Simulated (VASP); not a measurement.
# BaTiO3 (P4mm) in VASP: a series of runs

One crystal, BaTiO3, is run at these levels: PBE; tasks: single point.

Everything below comes from runs of VASP 6.6.1. Logs are shortened: lines on timing, memory, paths and dates and some standing lists are left out, and cuts for length are marked.

### 1 Starting point

It takes space group P4mm (No. 99, tetragonal). The conventional cell has a = 4.000 Å, b = 4.000 Å, c = 4.018 Å, α = 90.00°, β = 90.00°, γ = 90.00°. Around Ba (site symmetry 4mm) lie 12 O at 2.79 to 2.88 Å. Around Ti (site symmetry 4mm) lie 6 O at 1.89 to 2.13 Å. O (site symmetry 2mm) has 2 Ti at 2.00 Å as nearest neighbours. O (site symmetry 4mm) has 2 Ti at 1.89 to 2.13 Å as nearest neighbours.

### 2 Single point, PBE

INCAR reads:

```
SYSTEM = BaTiO3
PREC = Accurate ; ENCUT = 460
EDIFF = 1E-7 ; ISMEAR = -5
SIGMA = 0.05 ; LREAL = .False.
LASPH = .True. ; NELM = 100
ALGO = Normal ; ISIF = 2
LWAVE = .False. ; LCHARG = .False.
GGA = PE ; NBANDS = 28
ADDGRID = .False.
```

KPOINTS reads:

```
regular mesh
0
Gamma
  7 7 7
  0 0 0
```

POSCAR reads:

```
BaTiO3
1.0
    3.9998000000      0.0000000000      0.0000000000
    0.0000000000      3.9998000000      0.0000000000
    0.0000000000      0.0000000000      4.0180000000
Ba Ti O
1 1 3
Direct
    0.0000000000      0.0000000000      0.0000000000
    0.5000000000      0.5000000000      0.4900000000
    0.0000000000      0.5000000000      0.5170000000
    0.5000000000      0.0000000000      0.5170000000
    0.5000000000      0.5000000000      0.0190000000
```

Potentials or basis: VASP PAW PBE potentials, release 64 (Ba_sv, Ti_sv, O).

On the command line:

```bash
cat potpaw_PBE.64/Ba_sv/POTCAR potpaw_PBE.64/Ti_sv/POTCAR potpaw_PBE.64/O/POTCAR > POTCAR
mpirun -np 1 vasp_std > vasp.out
```

OUTCAR:

```text
SYSTEM = BaTiO3
   PREC = Accurate
   ENCUT = 460
   EDIFF = 1E-7
   ISMEAR = -5
   LREAL = .False.
   LASPH = .True.
   NELM = 100
   ISIF = 2
   GGA = PE

 Found     40 irreducible k-points:

 Following reciprocal coordinates:
            Coordinates               Weight
  0.000000  0.000000  0.000000      1.000000
  0.142857  0.000000  0.000000      4.000000
  0.285714  0.000000  0.000000      4.000000
  0.428571  0.000000  0.000000      4.000000
  0.142857  0.142857  0.000000      4.000000
  0.285714  0.142857  0.000000      8.000000
   k-points           NKPTS =     40   k-points in BZ     NKDIM =     40   number of bands    NBANDS=     28
   number of dos      NEDOS =    301   number of ions     NIONS =      5
   total plane-waves  NPLWV =  21952
   dimension x,y,z NGX =    28 NGY =   28 NGZ =   28
   dimension x,y,z NGXF=    56 NGYF=   56 NGZF=   56
   ions per type =               1   1   3
   NGX,Y,Z   is equivalent  to a cutoff of  11.64, 11.64, 11.59 a.u.
   NGXF,Y,Z  is equivalent  to a cutoff of  23.28, 23.28, 23.17 a.u.
 SYSTEM =  BaTiO3
   PREC   = accura    normal or accurate (medium, high low for compatibility)
   ISTART =      0    job   : 0-new  1-cont  2-samecut
   ICHARG =      2    charge: 1-file 2-atom 10-const
   ISPIN  =      1    spin polarized calculation?
   LNONCOLLINEAR =      F non collinear calculations
   LSORBIT =      F    spin-orbit coupling
   LASPH  =      T    aspherical Exc in radial PAW
   ENCUT  =  460.0 eV  33.81 Ry    5.81 a.u.   6.99  6.99  7.03*2*pi/ulx,y,z
   NELM   =    100;   NELMIN=  2; NELMDL= -5     # of ELM steps
   EDIFF  = 0.1E-06   stopping-criterion for ELM
   LREAL  =      F    real-space projection
   EDIFFG = 0.1E-05   stopping-criterion for IOM
   NSW    =      0    number of steps for IOM
   IBRION =     -1    ionic relax: 0-MD 1-quasi-New 2-CG
   NFREE  =      0    steps in history (QN), initial steepest desc. (CG)
   ISIF   =      2    stress and relaxation
   ISYM   =      2    0-nonsym 1-usesym 2-fastsym
   POTIM  = 0.5000    time-step for ionic-motion
   TEBEG  =    0.0;   TEEND  =   0.0 temperature during run
   PSTRESS=    0.0 pullay stress
   NELECT =      40.0000    total number of electrons
   NUPDOWN=      -1.0000    fix difference up-down
   EMIN   =  10.00;   EMAX   =-10.00  energy-range for DOS
   EFERMI =   0.00;   METHOD = LEGACY
   ISMEAR =    -5;   SIGMA  =   0.05  broadening in eV -4-tet -1-fermi 0-gaus
   EFERMI_NEDOS =   21; number of points for ismear=-14 and -15
   IALGO  =     38    algorithm
   IMIX   =      4    mixing-type and parameters
     AMIX     =   0.40;   BMIX     =  1.00
     AMIX_MAG =   1.60;   BMIX_MAG =  1.00
  volume/ion in A,a.u.               =      12.86        86.76
  Fermi-wavevector in a.u.,A,eV,Ry     =   1.397653  2.641181 26.578078  1.953434
  Thomas-Fermi vector in A             =   2.520888
   LORBIT       =      0    0 simple, 1 ext, 2 COOP (PROOUT), +10 PAW based schemes
   GGA     = PE    functional components
   LHFCALC =     F    Hartree Fock is set to
   AEXX    =    0.0000 exact exchange contribution
   IVDW    =     0    specifies the selected vdW correction
   LEPSILON=     F    determine dielectric tensor
   LRPA    =     F    only Hartree local field effects (RPA)
 non-spin polarized calculation
 Fermi weights with tetrahedron method with Bloechl corrections
  energy-cutoff  :      460.00
  volume of cell :       64.28
 maximum number of plane-waves:      1453
 NGX is ok and might be reduce to    28
   NGX = 13   NGY = 13   NGZ = 15

 number of electron      40.0000031 magnetization

 Free energy of the ion-electron system (eV)
  ---------------------------------------------------
  ext. energy  EPLUGINS =         0.00000000
  ---------------------------------------------------
  free energy    TOTEN  =       -39.99044489 eV

  energy without entropy =      -39.99044489  energy(sigma->0) =      -39.99044489

 E-fermi :   3.8354     XC(G=0): -11.2419

 val. band max:        3.7507272452   @ k =   0.4286   0.4286   0.4286
 cond. band min:       5.6179251808   @ k =   0.0000   0.0000   0.0000
 fundamental gap:      1.8671979356
 Fermi energy:         3.8354434156

 k-point     1 :       0.0000    0.0000    0.0000
  band No.  band energies     occupation
      1     -52.7547      2.00000
      2     -28.9972      2.00000
      3     -28.9673      2.00000
      4     -28.9673      2.00000
      5     -21.0132      2.00000
      6     -13.0735      2.00000
[... 20 lines left out ...]
     27       8.8953      0.00000
     28      11.1443      0.00000

 k-point     2 :       0.1429    0.0000    0.0000
  band No.  band energies     occupation
      1     -52.7545      2.00000
      2     -28.9968      2.00000
      3     -28.9773      2.00000
      4     -28.9669      2.00000
      5     -20.9912      2.00000
      6     -13.0891      2.00000
[... 20 lines left out ...]
     27       9.2753      0.00000
     28      11.6275      0.00000

 k-point     3 :       0.2857    0.0000    0.0000
  band No.  band energies     occupation
      1     -52.7542      2.00000
      2     -28.9996      2.00000
      3     -28.9959      2.00000
      4     -28.9661      2.00000
      5     -20.9409      2.00000
      6     -13.1837      2.00000
[... 20 lines left out ...]
     27      10.2500      0.00000
     28      12.1432      0.00000

 k-point     4 :       0.4286    0.0000    0.0000
  band No.  band energies     occupation
      1     -52.7538      2.00000
      2     -29.0173      2.00000
      3     -28.9952      2.00000
      4     -28.9654      2.00000
      5     -20.8997      2.00000
      6     -13.2920      2.00000
[... 20 lines left out ...]
     27      11.2322      0.00000
     28      12.0352      0.00000

 k-point     5 :       0.1429    0.1429    0.0000
  band No.  band energies     occupation
      1     -52.7544      2.00000
      2     -28.9965      2.00000
      3     -28.9771      2.00000
      4     -28.9766      2.00000
      5     -20.9706      2.00000
      6     -13.0822      2.00000
[... 20 lines left out ...]
     27       9.6162      0.00000
     28      11.8706      0.00000

 k-point     6 :       0.2857    0.1429    0.0000
  band No.  band energies     occupation
      1     -52.7540      2.00000
      2     -28.9991      2.00000
      3     -28.9955      2.00000
      4     -28.9759      2.00000
      5     -20.9235      2.00000
      6     -13.1269      2.00000
[... 20 lines left out ...]
     27      10.6111      0.00000
     28      12.4063      0.00000

 [... further k-points ...]

------------------------ aborting loop because EDIFF is reached ----------------------------------------

  FORCE on cell =-STRESS in cart. coord.  units (eV):
  Direction    XX          YY          ZZ          XY          YZ          ZX
  --------------------------------------------------------------------------------------
  -------------------------------------------------------------------------------------
  Total        1.2472902      1.2472902      1.6234116      0.0000000      0.0000000      0.0000000
  in kB       31.0879150     31.0879150     40.4625030      0.0000000      0.0000000      0.0000000
  external PRESSURE =      34.2127776 kB  Pullay stress =       0.0000000 kB

 VOLUME and BASIS-vectors are now :
 -----------------------------------------------------------------------------
  energy-cutoff  :      460.00
  volume of cell :       64.28
      direct lattice vectors                 reciprocal lattice vectors
     3.999800000  0.000000000  0.000000000     0.250012501  0.000000000  0.000000000
     0.000000000  3.999800000  0.000000000     0.000000000  0.250012501  0.000000000
     0.000000000  0.000000000  4.018000000     0.000000000  0.000000000  0.248880040

 POSITION                                       TOTAL-FORCE (eV/Angst)
 -----------------------------------------------------------------------------------
      0.00000      0.00000      0.00000         0.000000     -0.000000      0.075425
      1.99990      1.99990      1.96882        -0.000000      0.000000     -0.114444
      0.00000      1.99990      2.07731        -0.000000     -0.000000     -0.117283
      1.99990      0.00000      2.07731        -0.000000     -0.000000     -0.117283
      1.99990      1.99990      0.07634        -0.000000     -0.000000      0.273583
 -----------------------------------------------------------------------------------
    total drift:                                0.000000      0.000000      0.000134

  FREE ENERGIE OF THE ION-ELECTRON SYSTEM (eV)
  ---------------------------------------------------
  free  energy   TOTEN  =       -39.9904448874 eV

  energy  without entropy=      -39.9904448874  energy(sigma->0) =      -39.99044489
```

Wall time 63 s (1 thread of Intel Xeon Platinum 8488C (Sapphire Rapids), shared host); peak memory 0.2 GiB.

These settings aren't checked as converged: the numbers below hold their error.

What came out:

```
Free energy            : -39.9904 eV
Pressure               : 3.4 GPa
Largest force          : 0.274 eV/Å
Band gap on the k mesh : 1.87 eV, indirect (least direct gap 2.06 eV)
```

Caveat: the cutoff is under 1.25 times the usual one of these potentials, so pressure, stress and relaxed cells hold a basis-set (Pulay) error; spin-orbit coupling is left out, which moves the levels of the heavy elements; an odd mesh through Γ misses points on the zone boundary, where band edges often lie.

### 3 Single point, PBE

INCAR is that of step 2.

KPOINTS is that of step 2.

POSCAR reads:

```
BaTiO3
1.0
    3.9998000000      0.0000000000      0.0000000000
    0.0000000000      3.9998000000      0.0000000000
    0.0000000000      0.0000000000      4.0180000000
Ba Ti O
1 1 3
Direct
    0.0050340000     -0.0151990000     -0.0081960000
    0.5109990000      0.5026790000      0.4796360000
   -0.0079330000      0.4990990000      0.5319510000
    0.5087000000     -0.0034200000      0.5100070000
    0.5274750000      0.4823970000      0.0100750000
```

Potentials or basis: VASP PAW PBE potentials, release 64 (Ba_sv, Ti_sv, O).

On the command line:

```bash
cat potpaw_PBE.64/Ba_sv/POTCAR potpaw_PBE.64/Ti_sv/POTCAR potpaw_PBE.64/O/POTCAR > POTCAR
mpirun -np 1 vasp_std > vasp.out
```

It took 4 min on 1 thread of Intel Xeon Platinum 8488C (Sapphire Rapids), shared host; peak memory 0.36 GiB.

The run converged, but some of its settings lie outside the range that counts as converged, so its numbers aren't taken as properties of the crystal.

Results:

```
Free energy            : -39.8839 eV
Pressure               : 4.0 GPa
Largest force          : 1.050 eV/Å
Band gap on the k mesh : 1.95 eV, indirect (least direct gap 2.15 eV)
```

Caveat: the cutoff is under 1.25 times the usual one of these potentials, so pressure, stress and relaxed cells hold a basis-set (Pulay) error; spin-orbit coupling is left out, which moves the levels of the heavy elements; an odd mesh through Γ misses points on the zone boundary, where band edges often lie.

### 4 Single point, PBE

Edit INCAR of step 3 so:

```diff
@@ -1,4 +1,4 @@
 SYSTEM = BaTiO3
-PREC = Accurate ; ENCUT = 460
-EDIFF = 1E-7 ; ISMEAR = -5
+PREC = Low ; ENCUT = 520
+EDIFF = 1E-7 ; ISMEAR = 0
 SIGMA = 0.05 ; LREAL = .False.
```

KPOINTS is that of step 3.

POSCAR reads:

```
BaTiO3
1.0
    3.9998000000      0.0000000000      0.0000000000
    0.0000000000      3.9998000000      0.0000000000
    0.0000000000      0.0000000000      4.0180000000
Ba Ti O
1 1 3
Direct
    0.0000000000      0.0000000000      0.0000000000
    0.5000000000      0.5000000000      0.4900000000
    0.0000000000      0.5000000000      0.5170000000
    0.5000000000      0.0000000000      0.5170000000
    0.5000000000      0.5000000000      0.0190000000
```

On the command line:

```bash
cat potpaw_PBE.64/Ba_sv/POTCAR potpaw_PBE.64/Ti_sv/POTCAR potpaw_PBE.64/O/POTCAR > POTCAR
mpirun -np 1 vasp_std > vasp.out
```

Wall time 40 s (1 thread of Intel Xeon Platinum 8488C (Sapphire Rapids), shared host); peak memory 0.17 GiB.

These settings aren't checked as converged: the numbers below hold their error.

What came out:

```
Free energy            : -39.9892 eV
Pressure               : 4.2 GPa
Largest force          : 0.271 eV/Å
Band gap on the k mesh : 1.87 eV, indirect (least direct gap 2.06 eV)
```

Caveat: spin-orbit coupling is left out, which moves the levels of the heavy elements; an odd mesh through Γ misses points on the zone boundary, where band edges often lie.

### 5 Single point, PBE

INCAR is that of step 4.

KPOINTS is that of step 4.

POSCAR reads:

```
BaTiO3
1.0
    3.9998000000      0.0000000000      0.0000000000
    0.0000000000      3.9998000000      0.0000000000
    0.0000000000      0.0000000000      4.0180000000
Ba Ti O
1 1 3
Direct
    0.0050340000     -0.0151990000     -0.0081960000
    0.5109990000      0.5026790000      0.4796360000
   -0.0079330000      0.4990990000      0.5319510000
    0.5087000000     -0.0034200000      0.5100070000
    0.5274750000      0.4823970000      0.0100750000
```

On the command line:

```bash
cat potpaw_PBE.64/Ba_sv/POTCAR potpaw_PBE.64/Ti_sv/POTCAR potpaw_PBE.64/O/POTCAR > POTCAR
mpirun -np 1 vasp_std > vasp.out
```

Run time: 2.5 min. Hardware: 1 thread of Intel Xeon Platinum 8488C (Sapphire Rapids), shared host; peak memory 0.35 GiB.

These settings aren't checked as converged: the numbers below hold their error.

Results:

| Item | Value |
| --- | --- |
| Free energy | -39.8818 eV |
| Pressure | 4.8 GPa |
| Largest force | 1.038 eV/Å |
| Band gap on the k mesh | 1.95 eV, indirect (least direct gap 2.15 eV) |

Caveat: spin-orbit coupling is left out, which moves the levels of the heavy elements; an odd mesh through Γ misses points on the zone boundary, where band edges often lie.

### 6 Single point, PBE

Edit INCAR of step 5 so:

```diff
@@ -1,3 +1,3 @@
 SYSTEM = BaTiO3
-PREC = Low ; ENCUT = 520
+PREC = Normal ; ENCUT = 520
 EDIFF = 1E-7 ; ISMEAR = 0
```

KPOINTS is that of step 5.

POSCAR reads:

```
BaTiO3
1.0
    3.9998000000      0.0000000000      0.0000000000
    0.0000000000      3.9998000000      0.0000000000
    0.0000000000      0.0000000000      4.0180000000
Ba Ti O
1 1 3
Direct
    0.0000000000      0.0000000000      0.0000000000
    0.5000000000      0.5000000000      0.4900000000
    0.0000000000      0.5000000000      0.5170000000
    0.5000000000      0.0000000000      0.5170000000
    0.5000000000      0.5000000000      0.0190000000
```

Potentials or basis: VASP PAW PBE potentials, release 64 (Ba_sv, Ti_sv, O).

On the command line:

```bash
cat potpaw_PBE.64/Ba_sv/POTCAR potpaw_PBE.64/Ti_sv/POTCAR potpaw_PBE.64/O/POTCAR > POTCAR
mpirun -np 1 vasp_std > vasp.out
```

It took 38 s on 1 thread of Intel Xeon Platinum 8488C (Sapphire Rapids), shared host; peak memory 0.19 GiB.

These settings aren't checked as converged: the numbers below hold their error.

What came out:

* Free energy: -39.9823 eV
* Pressure: 4.2 GPa
* Largest force: 0.274 eV/Å
* Band gap on the k mesh: 1.87 eV, indirect (least direct gap 2.06 eV)

Caveat: spin-orbit coupling is left out, which moves the levels of the heavy elements; an odd mesh through Γ misses points on the zone boundary, where band edges often lie.
